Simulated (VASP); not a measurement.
# Gd (P6_3/mmc) in VASP: reference runs

Aim: a first look at Gd with PBE, on the cell as given.

Everything below comes from runs of VASP 6.6.1. Logs are shortened: lines on timing, memory, paths and dates and some standing lists are left out, and cuts for length are marked.

### Step 1. The crystal as given

The structure is hexagonal, space group P6_3/mmc (No. 194). The conventional cell has a = 3.636 Å, b = 3.636 Å, c = 5.783 Å, α = 90.00°, β = 90.00°, γ = 120.00°. Around Gd (site symmetry -6m2) lie 12 Gd at 3.57 to 3.64 Å.

### Step 2. Single point, PBE, collinear spin, ferromagnetic start

File INCAR:

```
ALGO     = Normal         # electronic algorithm
EDIFF    = 1E-7           # SCF threshold, eV
ENCUT    = 520            # plane-wave cutoff, eV
GGA      = PE             # functional
ISIF     = 2              # what is computed and relaxed
ISMEAR   = -1             # smearing method
ISPIN    = 2              # spin polarisation
LASPH    = T              # aspherical terms in the spheres
LCHARG   = T              # write CHGCAR
LELF     = T              # ELF
LMAXMIX  = 6              # l up to which the mixer works
LORBIT   = 11             # projections on sites
LREAL    = F              # projectors in reciprocal space
LVHAR    = T            
LWAVE    = F              # write WAVECAR
MAGMOM   = 7 7            # initial moments
NBANDS   = 29             # bands
NELM     = 120            # most SCF steps
PREC     = Accurate       # precision mode
SIGMA    = 0.05           # smearing width, eV
```

File KPOINTS:

```
k-points
0
Gamma
  8 8 5
```

File POSCAR:

```
Gd
1.0
    3.6360000000      0.0000000000      0.0000000000
   -1.8180000000      3.1488683682      0.0000000000
    0.0000000000      0.0000000000      5.7826000000
Gd
2
Direct
    0.6666666667      0.3333333333      0.7500000000
    0.3333333333      0.6666666667      0.2500000000
```

Potentials or basis: VASP PAW PBE potentials, release 64 (Gd).

The run is started by

```sh
cat potpaw_PBE.64/Gd/POTCAR > POTCAR
mpirun -np 1 vasp_std > vasp.out
```

OUTCAR:

```text
EDIFF = 1E-7
   ENCUT = 520
   GGA = PE
   ISIF = 2
   ISMEAR = -1
   ISPIN = 2
   LASPH = T
   LORBIT = 11
   LREAL = F
   NELM = 120
   PREC = Accurate

 ion  position               nearest neighbor table
   1  0.667  0.333  0.750-
   2  0.333  0.667  0.250-

  LATTYP: Found a hexagonal cell.
 ALAT       =     3.6360000000
 C/A-ratio  =     1.5903740374

  Lattice vectors:

 A1 = (   3.6360000000,   0.0000000000,   0.0000000000)
 A2 = (  -1.8180000000,   3.1488683682,   0.0000000000)
 A3 = (   0.0000000000,   0.0000000000,   5.7826000000)

Analysis of symmetry for initial positions (statically):
=====================================================================
 Subroutine PRICEL returns:
 Original cell was already a primitive cell.

 Routine SETGRP: Setting up the symmetry group for a
 hexagonal supercell.

 Subroutine GETGRP returns: Found 24 space group operations
 (whereof 12 operations were pure point group operations)
 out of a pool of 24 trial point group operations.

The static configuration has the point symmetry D_3d.
 The point group associated with its full space group is D_6h.

Analysis of symmetry for dynamics (positions and initial velocities):
=====================================================================
 Subroutine PRICEL returns:
 Original cell was already a primitive cell.

 Routine SETGRP: Setting up the symmetry group for a
 hexagonal supercell.

 Subroutine GETGRP returns: Found 24 space group operations
 (whereof 12 operations were pure point group operations)
 out of a pool of 24 trial point group operations.

The dynamic configuration has the point symmetry D_3d.
 The point group associated with its full space group is D_6h.

Analysis of structural, dynamic, and magnetic symmetry:
=====================================================================
 Subroutine PRICEL returns:
 Original cell was already a primitive cell.

 Routine SETGRP: Setting up the symmetry group for a
 hexagonal supercell.

 Subroutine GETGRP returns: Found 24 space group operations
 (whereof 12 operations were pure point group operations)
 out of a pool of 24 trial point group operations.

The overall configuration has the point symmetry D_3d.
 The point group associated with its full space group is D_6h.

 Subroutine INISYM returns: Found 24 space group operations
 (whereof 12 operations are pure point group operations),
 and found     1 'primitive' translations

----------------------------------------------------------------------------------------

                                     Primitive cell

  volume of cell :      66.2066

  direct lattice vectors                    reciprocal lattice vectors
     3.636000000  0.000000000  0.000000000     0.275027503  0.158787203  0.000000000
    -1.818000000  3.148868368  0.000000000     0.000000000  0.317574405  0.000000000
     0.000000000  0.000000000  5.782600000     0.000000000  0.000000000  0.172932591

  length of vectors
     3.636000000  3.636000000  5.782600000     0.317574405  0.317574405  0.172932591

  position of ions in fractional coordinates (direct lattice)
     0.666666667  0.333333333  0.750000000
     0.333333333  0.666666667  0.250000000

  ion indices of the primitive-cell ions
   primitive index   ion index
                 1           1
                 2           2

----------------------------------------------------------------------------------------

 KPOINTS: k-points

Automatic generation of k-mesh.
 Grid dimensions read from file:
 generate k-points for:    8    8    5

 Generating k-lattice:

  Cartesian coordinates                     Fractional coordinates (reciprocal lattice)
     0.034378438  0.019848400  0.000000000     0.125000000  0.000000000  0.000000000
     0.000000000  0.039696801  0.000000000     0.000000000  0.125000000  0.000000000
     0.000000000  0.000000000  0.034586518     0.000000000  0.000000000  0.200000000

  Length of vectors
     0.039696801  0.039696801  0.034586518

  Shift w.r.t. Gamma in fractional coordinates (k-lattice)
     0.000000000  0.000000000  0.000000000

 Subroutine IBZKPT returns following result:
 ===========================================

 Found     30 irreducible k-points:

 Following reciprocal coordinates:
            Coordinates               Weight
  0.000000  0.000000  0.000000      1.000000
  0.125000  0.000000  0.000000      6.000000
  0.250000  0.000000  0.000000      6.000000
  0.375000  0.000000  0.000000      6.000000
  0.500000  0.000000  0.000000      3.000000
  0.125000  0.125000  0.000000      6.000000
[... 16 lines left out ...]
  0.250000  0.000000  0.400000     12.000000
  0.375000  0.000000  0.400000     12.000000
 [... further k-points ...]
   k-points           NKPTS =     30   k-points in BZ     NKDIM =     30   number of bands    NBANDS=     29
   number of dos      NEDOS =    301   number of ions     NIONS =      2
   total plane-waves  NPLWV =  37632
   dimension x,y,z NGX =    28 NGY =   28 NGZ =   48
   dimension x,y,z NGXF=    56 NGYF=   56 NGZF=   96
   ions per type =               2
   NGX,Y,Z   is equivalent  to a cutoff of  12.80, 12.80, 13.80 a.u.
   NGXF,Y,Z  is equivalent  to a cutoff of  25.60, 25.60, 27.60 a.u.
 SYSTEM =  unknown system
   PREC   = accura    normal or accurate (medium, high low for compatibility)
   ISTART =      0    job   : 0-new  1-cont  2-samecut
   ICHARG =      2    charge: 1-file 2-atom 10-const
   ISPIN  =      2    spin polarized calculation?
   LNONCOLLINEAR =      F non collinear calculations
   LSORBIT =      F    spin-orbit coupling
   LASPH  =      T    aspherical Exc in radial PAW
   ENCUT  =  520.0 eV  38.22 Ry    6.18 a.u.   6.76  6.76 10.75*2*pi/ulx,y,z
   NELM   =    120;   NELMIN=  2; NELMDL= -5     # of ELM steps
   EDIFF  = 0.1E-06   stopping-criterion for ELM
   LREAL  =      F    real-space projection
   EDIFFG = 0.1E-05   stopping-criterion for IOM
   NSW    =      0    number of steps for IOM
   IBRION =     -1    ionic relax: 0-MD 1-quasi-New 2-CG
   NFREE  =      0    steps in history (QN), initial steepest desc. (CG)
   ISIF   =      2    stress and relaxation
   ISYM   =      2    0-nonsym 1-usesym 2-fastsym
   POTIM  = 0.5000    time-step for ionic-motion
   TEBEG  =    0.0;   TEEND  =   0.0 temperature during run
   PSTRESS=    0.0 pullay stress
   NELECT =      36.0000    total number of electrons
   NUPDOWN=      -1.0000    fix difference up-down
   EMIN   =  10.00;   EMAX   =-10.00  energy-range for DOS
   EFERMI =   0.00;   METHOD = LEGACY
   ISMEAR =    -1;   SIGMA  =   0.05  broadening in eV -4-tet -1-fermi 0-gaus
   EFERMI_NEDOS =   21; number of points for ismear=-14 and -15
   IALGO  =     38    algorithm
   IMIX   =      4    mixing-type and parameters
     AMIX     =   0.40;   BMIX     =  1.00
     AMIX_MAG =   1.60;   BMIX_MAG =  1.00
  volume/ion in A,a.u.               =      33.10       223.39
  Fermi-wavevector in a.u.,A,eV,Ry     =   1.336211  2.525073 24.292668  1.785461
  Thomas-Fermi vector in A             =   2.464856
   LORBIT       =     11    0 simple, 1 ext, 2 COOP (PROOUT), +10 PAW based schemes
   GGA     = PE    functional components
   LHFCALC =     F    Hartree Fock is set to
   AEXX    =    0.0000 exact exchange contribution
   IVDW    =     0    specifies the selected vdW correction
   LEPSILON=     F    determine dielectric tensor
   LRPA    =     F    only Hartree local field effects (RPA)
 spin polarized calculation
  energy-cutoff  :      520.00
  volume of cell :       66.21
 maximum number of plane-waves:      1796
 NGX is ok and might be reduce to    28
   NGX = 13   NGY = 13   NGZ = 21

 number of electron      36.0000005 magnetization      15.2383573

 Free energy of the ion-electron system (eV)
  ---------------------------------------------------
  ext. energy  EPLUGINS =         0.00000000
  ---------------------------------------------------
  free energy    TOTEN  =       -23.42289968 eV

  energy without entropy =      -23.39583246  energy(sigma->0) =      -23.40936607

 E-fermi :   2.9627     XC(G=0):  -9.9707

 val. band max:        2.9481709821   @ k =   0.5000   0.0000   0.2000
 cond. band min:       2.9700716930   @ k =   0.2500   0.2500   0.0000
 fundamental gap:      0.0219007109
 Fermi energy:         2.9626717176

 spin component 1

 k-point     1 :       0.0000    0.0000    0.0000
  band No.  band energies     occupation
      1     -42.3432      1.00000
      2     -42.2741      1.00000
      3     -20.0878      1.00000
      4     -19.4738      1.00000
      5     -19.4738      1.00000
      6     -19.3677      1.00000
[... 21 lines left out ...]
     28       4.4654      0.00000
     29       4.9227      0.00000
[... 705 lines left out ...]
 k-point    24 :       0.3750    0.0000    0.4000
  band No.  band energies     occupation
      1     -42.2827      1.00000
      2     -42.2723      1.00000
      3     -19.9811      1.00000
      4     -19.9292      1.00000
      5     -19.5930      1.00000
      6     -19.5459      1.00000
[... 21 lines left out ...]
     28       4.2201      0.00000
     29       5.0420      0.00000

 [... further k-points ...]

 spin component 2

 k-point     1 :       0.0000    0.0000    0.0000
  band No.  band energies     occupation
      1     -39.1056      1.00000
      2     -39.0187      1.00000
      3     -17.8480      1.00000
      4     -17.1003      1.00000
      5     -17.1003      1.00000
      6     -16.9755      1.00000
[... 21 lines left out ...]
     28       5.6590      0.00000
     29       6.1214      0.00000
[... 705 lines left out ...]
 k-point    24 :       0.3750    0.0000    0.4000
  band No.  band energies     occupation
      1     -39.0293      1.00000
      2     -39.0162      1.00000
      3     -17.7172      1.00000
      4     -17.6547      1.00000
      5     -17.2495      1.00000
      6     -17.1889      1.00000
[... 21 lines left out ...]
     28       5.4151      0.00000
     29       6.1736      0.00000

 [... further k-points ...]

------------------------ aborting loop because EDIFF is reached ----------------------------------------

  FORCE on cell =-STRESS in cart. coord.  units (eV):
  Direction    XX          YY          ZZ          XY          YZ          ZX
  --------------------------------------------------------------------------------------
  -------------------------------------------------------------------------------------
  Total        0.1833452      0.1833452      0.3201987      0.0000000      0.0000000     -0.0000000
  in kB        4.4368884      4.4368884      7.7486959      0.0000000      0.0000000     -0.0000000
  external PRESSURE =       5.5408243 kB  Pullay stress =       0.0000000 kB

 VOLUME and BASIS-vectors are now :
 -----------------------------------------------------------------------------
  energy-cutoff  :      520.00
  volume of cell :       66.21
      direct lattice vectors                 reciprocal lattice vectors
     3.636000000  0.000000000  0.000000000     0.275027503  0.158787203  0.000000000
    -1.818000000  3.148868368  0.000000000     0.000000000  0.317574405  0.000000000
     0.000000000  0.000000000  5.782600000     0.000000000  0.000000000  0.172932591

 POSITION                                       TOTAL-FORCE (eV/Angst)
 -----------------------------------------------------------------------------------
      1.81800      1.04962      4.33695         0.000000      0.000000      0.000000
     -0.00000      2.09925      1.44565        -0.000000     -0.000000      0.000000
 -----------------------------------------------------------------------------------
    total drift:                                0.000000     -0.000000      0.000000

  FREE ENERGIE OF THE ION-ELECTRON SYSTEM (eV)
  ---------------------------------------------------
  free  energy   TOTEN  =       -23.4228996843 eV

  energy  without entropy=      -23.3958324585  energy(sigma->0) =      -23.40936607

 total charge

# of ion       s       p       d       f       tot
--------------------------------------------------
    1        2.074   5.568   0.570   6.981  15.193
    2        2.074   5.568   0.570   6.981  15.193
--------------------------------------------------
tot          4.148  11.136   1.140  13.962  30.385

 magnetization (x)

# of ion       s       p       d       f       tot
--------------------------------------------------
    1        0.004  -0.052   0.214   6.822   6.988
    2        0.004  -0.052   0.214   6.822   6.988
--------------------------------------------------
tot          0.008  -0.104   0.428  13.644  13.976
```

It took 6.7 min on 1 thread of Intel Xeon Platinum 8488C (Sapphire Rapids), shared host; peak memory 0.28 GiB.

Results:

```yaml
Free_energy: -23.4229 eV
Pressure: 0.6 GPa
Band_gap_on_the_k_mesh: none (metal or under the smearing width)
Net_moment: 15.24 μB per cell
Site_moments: Gd +6.99 μB
Valence_electrons_inside_the_program's_atomic_spheres: Gd 15.19
```

Caveat: spin-orbit coupling is left out, which moves the levels of the heavy elements. The state reached can hang on the start; a lower one may exist.
